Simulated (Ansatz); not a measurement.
# GaN (rock salt): energy and pressure against volume, part 2 of 2

Aim: for GaN (rock salt), map energy and pressure against volume.

Ansatz 0.2.0; DFT LDA, scalar-relativistic, plane waves, PAW.

**5. Volume × 0.92**

The input, input.yaml:

```yaml
crystal:
  lattice:
    - [0.0, 2.0521624233, 2.0521624233]
    - [2.0521624233, 0.0, 2.0521624233]
    - [2.0521624233, 2.0521624233, 0.0]
  atoms:
    - { symbol: Ga, position: [0.0, 0.0, 0.0] }
    - { symbol: "N", position: [0.5, 0.5, 0.5] }
scf:
  occupations: { method: gaussian, width: 0.03 }
output:
  forces: true
  stress: true
  eigenvalues: true
  write_density: true
  write_potential: true
  elf: true
  volumetric_format: npy
hamiltonian:
  xc: lda
basis:
  ecutwfc: 520
kpoints:
  mp_grid: { grid: [12, 12, 12] }
```

Started as:

```sh
$ ansatz run input.yaml --threads 1 --pin off --max-ram 4096MiB --backend cpu --events-out ev --progress --plain --runs-dir out
```

Log (excerpt; [...] marks lines left out):

```text
[...]
SCF converged after 6 iterations
Free energy (F): -4081.175859 eV
[...]
E sigma→0 (E₀):  -4081.175859 eV
Fermi energy:    14.942084 eV
[...]
--- Forces (eV/Å), atoms counted from 1 ---
  atom   1  Ga    -0.00000000     0.00000000    -0.00000000
  atom   2  N      0.00000000    -0.00000000     0.00000000
[...]
--- Stress (GPa, compression-positive) ---
       15.698294       0.000000      -0.000000
        0.000000      15.698294      -0.000000
       -0.000000       0.000000      15.698294
  P = ⅓ Tr σ = 15.6983 GPa (156.983 kbar)
--- Band table (eV; the first three rows and the last of 72) ---
  k-point 0: bands = ["-3.6717", "0.2862", "0.2862", "0.2862", "0.4092", "0.4092", "13.8213", "13.8213", "13.8213", "17.7968", "29.5160", "29.5160", "29.5160"]
[...]
```

It took 3.5 s on 1 thread of Intel Xeon Platinum 8259CL at 2.50GHz (Skylake/Cascade Lake), shared host; peak memory 0.36 GiB.

Axes a, b and c in the maps are those of this run's conventional cell (a, b, c = 4.104, 4.104, 4.104 Å).

Density in a lattice plane of the grid's cell (edges 4.10 and 4.10 Å, at 0.000 of the third edge), which holds Ga and N.

Values in e/Å³, 12 rows by 12 columns:
```
15.94  5.43  0.87  0.49  0.98  2.34  3.22  2.34  0.98  0.49  0.87  5.38
 1.47  0.87  0.39  0.30  0.50  0.98  1.35  0.98  0.50  0.30  0.40  0.87
 0.62  0.49  0.30  0.22  0.30  0.49  0.62  0.49  0.30  0.22  0.30  0.49
 1.35  0.98  0.50  0.30  0.39  0.87  1.47  0.87  0.40  0.30  0.50  0.98
 3.22  2.34  0.98  0.49  0.87  5.43 15.94  5.38  0.87  0.49  0.98  2.34
 3.64  3.22  1.35  0.62  1.47 15.94 52.94 15.94  1.47  0.62  1.35  3.22
 3.22  2.34  0.98  0.49  0.87  5.38 15.94  5.43  0.87  0.49  0.98  2.34
 1.35  0.98  0.50  0.30  0.40  0.87  1.47  0.87  0.39  0.30  0.50  0.98
 0.62  0.49  0.30  0.22  0.30  0.49  0.62  0.49  0.30  0.22  0.30  0.49
 1.47  0.87  0.40  0.30  0.50  0.98  1.35  0.98  0.50  0.30  0.39  0.87
15.94  5.38  0.87  0.49  0.98  2.34  3.22  2.34  0.98  0.49  0.87  5.43
52.94 15.94  1.47  0.62  1.35  3.22  3.64  3.22  1.35  0.62  1.47 15.94
```
Columns run along the first of these edges and rows up along the second, over one cell in 12 and 12 even steps from the bottom left corner. Atoms in the plane (fractional): Ga at (0.00, 0.00), Ga at (0.50, 0.50), N at (0.00, 0.50), N at (0.50, 0.00).

ELF in the same plane.

Values, 12 rows by 12 columns:
```
0.03 0.06 0.19 0.37 0.76 0.73 0.51 0.72 0.77 0.37 0.19 0.07
0.17 0.19 0.17 0.25 0.56 0.76 0.80 0.77 0.57 0.25 0.17 0.19
0.41 0.37 0.25 0.16 0.25 0.37 0.41 0.37 0.25 0.16 0.25 0.37
0.80 0.76 0.56 0.25 0.17 0.19 0.17 0.19 0.17 0.25 0.57 0.77
0.51 0.73 0.76 0.37 0.19 0.06 0.03 0.07 0.19 0.37 0.77 0.72
0.01 0.51 0.80 0.41 0.17 0.03 0.34 0.03 0.17 0.41 0.80 0.51
0.51 0.72 0.77 0.37 0.19 0.07 0.03 0.06 0.19 0.37 0.76 0.73
0.80 0.77 0.57 0.25 0.17 0.19 0.17 0.19 0.17 0.25 0.56 0.76
0.41 0.37 0.25 0.16 0.25 0.37 0.41 0.37 0.25 0.16 0.25 0.37
0.17 0.19 0.17 0.25 0.57 0.77 0.80 0.76 0.56 0.25 0.17 0.19
0.03 0.07 0.19 0.37 0.77 0.72 0.51 0.73 0.76 0.37 0.19 0.06
0.34 0.03 0.17 0.41 0.80 0.51 0.01 0.51 0.80 0.41 0.17 0.03
```
Columns run along the first of these edges and rows up along the second, over one cell in 12 and 12 even steps from the bottom left corner. Atoms in the plane (fractional): Ga at (0.00, 0.00), Ga at (0.50, 0.50), N at (0.00, 0.50), N at (0.50, 0.00).

Both are smooth fields of the valence electrons: close to the nuclei they are not physical.

The highest ELF values outside the cores: 0.81 in the shell around N, 0.6 Å from N.

**6. Volume × 0.88**

The input, input.yaml:

```yaml
crystal:
  lattice:
    - [0.0, 2.0219791797, 2.0219791797]
    - [2.0219791797, 0.0, 2.0219791797]
    - [2.0219791797, 2.0219791797, 0.0]
  atoms:
    - { symbol: Ga, position: [0.0, 0.0, 0.0] }
    - { symbol: "N", position: [0.5, 0.5, 0.5] }
scf:
  occupations: { method: gaussian, width: 0.03 }
output:
  forces: true
  stress: true
  eigenvalues: true
hamiltonian:
  xc: lda
basis:
  ecutwfc: 520
kpoints:
  mp_grid: { grid: [12, 12, 12] }
```

Started as:

```sh
$ ansatz run input.yaml --threads 1 --pin off --max-ram 4096MiB --backend cpu --events-out ev --progress --plain --runs-dir out
```

Log (excerpt; [...] marks lines left out):

```text
Warning: RAYON_NUM_THREADS=1 ignored (pool sized by the plan → 1); use --threads N
[...]
[... 4 set-up lines as earlier in the session ...]
[...]
Crystal: 2 atoms, lattice volume = 16.533 Å³
Basis set: ecut = 520 eV, 459 PW (Γ)
Bands: 13, of which v1, the nominal top of the filled ones, is band 9 counted from 1 (8 counted from 0)
[... 1 set-up line as earlier in the session ...]
Space group: Fm-3m (ITA 225), of the structure as read, at distance tolerance 2.5e-5 Å
k-points: 72 of 1728
[...]
SCF iter   1: F=—  HF=-4081.078760 eV  |F-HF|=—  |Δ(HF+E_count)|=         —  Δρ=1.56e-2  dr2=3.33e-2  ethr=1.77e-3  ⟨swp⟩=4.6  Hψ=4855  notcnv=0
[...]
SCF iter   6: F=-4081.067122 eV  HF=-4081.067122 eV  |F-HF|=4.61e-10  |Δ(HF+E_count)|=   2.95e-8  Δρ=2.37e-6  dr2=5.70e-10  ethr=1.95e-10  ⟨swp⟩=2.5  Hψ=2969  notcnv=0
[...]
SCF converged after 6 iterations
Free energy (F): -4081.067122 eV
[...]
E sigma→0 (E₀):  -4081.067122 eV
Fermi energy:    15.973443 eV
[...]
--- Forces (eV/Å), atoms counted from 1 ---
  atom   1  Ga    -0.00000000     0.00000000     0.00000000
  atom   2  N      0.00000000    -0.00000000    -0.00000000
[...]
--- Stress (GPa, compression-positive) ---
       31.256721      -0.000000       0.000000
       -0.000000      31.256721       0.000000
       -0.000000       0.000000      31.256721
  P = ⅓ Tr σ = 31.2567 GPa (312.567 kbar)
--- Band table (eV; the first three rows and the last of 72) ---
  k-point 0: bands = ["-3.2958", "1.1387", "1.1387", "1.1387", "1.2770", "1.2770", "14.6361", "14.6361", "14.6361", "19.2465", "30.6551", "30.6551", "30.6551"]
[...]
```

Run time: 1.7 s. Hardware: 1 thread of Intel Xeon Platinum 8259CL at 2.50GHz (Skylake/Cascade Lake), shared host; peak memory 0.35 GiB.

**7. Volume × 0.84**

input.yaml: that of step 6 with these lines changed.

```diff
@@ -2,5 +2,5 @@
   lattice:
-    - [0.0, 2.0219791797, 2.0219791797]
-    - [2.0219791797, 0.0, 2.0219791797]
-    - [2.0219791797, 2.0219791797, 0.0]
+    - [0.0, 1.9908668597, 1.9908668597]
+    - [1.9908668597, 0.0, 1.9908668597]
+    - [1.9908668597, 1.9908668597, 0.0]
   atoms:
```

Started as:

```sh
$ ansatz run input.yaml --threads 1 --pin off --max-ram 4096MiB --backend cpu --events-out ev --progress --plain --runs-dir out
```

Log (excerpt; [...] marks lines left out):

```text
[...]
SCF converged after 6 iterations
Free energy (F): -4080.876377 eV
[...]
E sigma→0 (E₀):  -4080.876377 eV
Fermi energy:    17.101331 eV
[...]
--- Forces (eV/Å), atoms counted from 1 ---
  atom   1  Ga    -0.00000000     0.00000000     0.00000000
  atom   2  N      0.00000000    -0.00000000     0.00000000
[...]
--- Stress (GPa, compression-positive) ---
       50.824786       0.000000       0.000000
        0.000000      50.824786      -0.000000
        0.000000       0.000000      50.824786
  P = ⅓ Tr σ = 50.8248 GPa (508.248 kbar)
--- Band table (eV; the first three rows and the last of 72) ---
  k-point 0: bands = ["-2.8853", "2.0581", "2.0581", "2.0581", "2.2142", "2.2142", "15.5232", "15.5232", "15.5232", "20.8311", "31.8943", "31.8943", "31.8943"]
[...]
```

Run time: 2.5 s. Hardware: 1 thread of Intel Xeon Platinum 8259CL at 2.50GHz (Skylake/Cascade Lake), shared host; peak memory 0.35 GiB.

**8. Volume × 0.8**

The input, input.yaml:

```yaml
crystal:
  lattice:
    - [0.0, 1.9587504878, 1.9587504878]
    - [1.9587504878, 0.0, 1.9587504878]
    - [1.9587504878, 1.9587504878, 0.0]
  atoms:
    - { symbol: Ga, position: [0.0, 0.0, 0.0] }
    - { symbol: "N", position: [0.5, 0.5, 0.5] }
scf:
  occupations: { method: gaussian, width: 0.03 }
output:
  forces: true
  stress: true
  eigenvalues: true
  write_density: true
  write_potential: true
  elf: true
  volumetric_format: npy
hamiltonian:
  xc: lda
basis:
  ecutwfc: 520
kpoints:
  mp_grid: { grid: [12, 12, 12] }
```

Started as:

```sh
$ ansatz run input.yaml --threads 1 --pin off --max-ram 4096MiB --backend cpu --events-out ev --progress --plain --runs-dir out
```

Log (excerpt; [...] marks lines left out):

```text
Warning: RAYON_NUM_THREADS=1 ignored (pool sized by the plan → 1); use --threads N
[...]
[... 4 set-up lines as earlier in the session ...]
[...]
Crystal: 2 atoms, lattice volume = 15.030 Å³
Basis set: ecut = 520 eV, 411 PW (Γ)
Bands: 13, of which v1, the nominal top of the filled ones, is band 9 counted from 1 (8 counted from 0)
[... 2 set-up lines as earlier in the session ...]
k-points: 72 of 1728
[...]
SCF iter   1: F=—  HF=-4080.594053 eV  |F-HF|=—  |Δ(HF+E_count)|=         —  Δρ=1.65e-2  dr2=3.03e-2  ethr=1.77e-3  ⟨swp⟩=4.5  Hψ=4929  notcnv=0
[...]
SCF iter   6: F=-4080.582378 eV  HF=-4080.582378 eV  |F-HF|=5.85e-10  |Δ(HF+E_count)|=   3.32e-9  Δρ=4.55e-6  dr2=1.20e-9  ethr=4.74e-10  ⟨swp⟩=5.5  Hψ=5701  notcnv=0
[...]
SCF converged after 6 iterations
Free energy (F): -4080.582378 eV
[...]
E sigma→0 (E₀):  -4080.582378 eV
Fermi energy:    18.340019 eV
[...]
--- Forces (eV/Å), atoms counted from 1 ---
  atom   1  Ga    -0.00000000     0.00000000    -0.00000000
  atom   2  N      0.00000000    -0.00000000     0.00000000
[...]
--- Stress (GPa, compression-positive) ---
       75.491049       0.000000      -0.000000
        0.000000      75.491049      -0.000000
       -0.000000      -0.000000      75.491049
  P = ⅓ Tr σ = 75.4910 GPa (754.910 kbar)
--- Band table (eV; the first three rows and the last of 72) ---
  k-point 0: bands = ["-2.4345", "3.0520", "3.0520", "3.0520", "3.2292", "3.2292", "16.4929", "16.4929", "16.4929", "22.5694", "33.2477", "33.2477", "33.2477"]
[...]
```

It took 3.4 s on 1 thread of Intel Xeon Platinum 8259CL at 2.50GHz (Skylake/Cascade Lake), shared host; peak memory 0.36 GiB.

Axes a, b and c in the maps are those of this run's conventional cell (a, b, c = 3.918, 3.918, 3.918 Å).

Density in a lattice plane of the grid's cell (edges 3.92 and 3.92 Å, at 0.000 of the third edge), which holds Ga and N.

Values in e/Å³, 12 rows by 12 columns:
```
18.28  6.97  1.06  0.57  1.16  2.53  3.32  2.53  1.15  0.57  1.05  6.99
 1.71  1.06  0.48  0.36  0.61  1.16  1.56  1.15  0.61  0.35  0.47  1.05
 0.71  0.57  0.36  0.26  0.36  0.57  0.71  0.57  0.35  0.29  0.35  0.57
 1.56  1.16  0.61  0.36  0.48  1.06  1.71  1.05  0.47  0.35  0.61  1.15
 3.32  2.53  1.16  0.57  1.06  6.97 18.28  6.99  1.05  0.57  1.15  2.53
 3.62  3.32  1.56  0.71  1.71 18.28 52.88 18.28  1.71  0.71  1.56  3.32
 3.32  2.53  1.15  0.57  1.05  6.99 18.28  6.97  1.06  0.57  1.16  2.53
 1.56  1.15  0.61  0.35  0.47  1.05  1.71  1.06  0.48  0.36  0.61  1.16
 0.71  0.57  0.35  0.29  0.35  0.57  0.71  0.57  0.36  0.26  0.36  0.57
 1.71  1.05  0.47  0.35  0.61  1.15  1.56  1.16  0.61  0.36  0.48  1.06
18.28  6.99  1.05  0.57  1.15  2.53  3.32  2.53  1.16  0.57  1.06  6.97
52.88 18.28  1.71  0.71  1.56  3.32  3.62  3.32  1.56  0.71  1.71 18.28
```
Columns run along the first of these edges and rows up along the second, over one cell in 12 and 12 even steps from the bottom left corner. Atoms in the plane (fractional): Ga at (0.00, 0.00), Ga at (0.50, 0.50), N at (0.00, 0.50), N at (0.50, 0.00).

ELF in the same plane.

Ten even steps from '0' (0.00) to '9' (0.81):
```
000123489973237998432100
000122479998789997422100
112222358999999985322221
222222235788988753212222
444332123344444332123344
988753222222222221235788
999985322221112222358999
789997422100000122479998
237998432100000123489973
015898431001310013489851
237998432100000123489973
789997422100000122479998
999985322221112222358999
988753212222222222235788
444332123344444332123344
222221235788988753222222
112222358999999985322221
000122479998789997422100
000123489973237998432100
310013489851015898431001
```
Columns run along the first of these edges and rows up along the second, over one cell in 24 and 20 even steps from the bottom left corner. Atoms in the plane (fractional): Ga at (0.00, 0.00), Ga at (0.50, 0.50), N at (0.00, 0.50), N at (0.50, 0.00).

Both are smooth fields of the valence electrons: close to the nuclei they are not physical.

Outside the cores ELF peaks at 0.81 in the shell around N, 0.6 Å from N.

**9. Equation of state**

volume (Å³/atom), energy (meV/atom) and a bar:
```
     7.52      318.5 ##############################
     7.89      171.5 ################
     8.27       76.1 #######
     8.64       21.7 ##
     9.02        0.0 
     9.39        4.2 
     9.77       29.1 ###
```

**10. Summary of results**

This closing draws on all 2 parts.

| step | volume (Å³/atom) | pressure (GPa) | energy above the lowest (meV/atom) | gap on the mesh (eV) | time |
| --- | --- | --- | --- | --- | --- |
| 2 | 9.77 | -14.4 | 29.1 | 0.18 | 3.1 s |
| 3 | 9.39 | -6.5 | 4.2 | 0.42 | 3 s |
| 4 | 9.02 | 3.3 | 0.0 | 0.68 | 2.2 s |
| 5 | 8.64 | 15.7 | 21.7 | 0.97 | 3.5 s |
| 6 | 8.27 | 31.3 | 76.1 | 1.29 | 1.7 s |
| 7 | 7.89 | 50.8 | 171.5 | 1.63 | 2.5 s |
| 8 | 7.52 | 75.5 | 318.5 | 2.00 | 3.4 s |

| quantity | value |
| --- | --- |
| equilibrium volume of the third-order Birch–Murnaghan fit | 9.14 Å³/atom |
| bulk modulus, its pressure derivative | 250 GPa, 4.5 |

The fit holds to 0.03 meV/atom up to 75 GPa.

These are semilocal Kohn-Sham gaps, which aren't the measured quantity. Such gaps usually fall short of the measured ones.
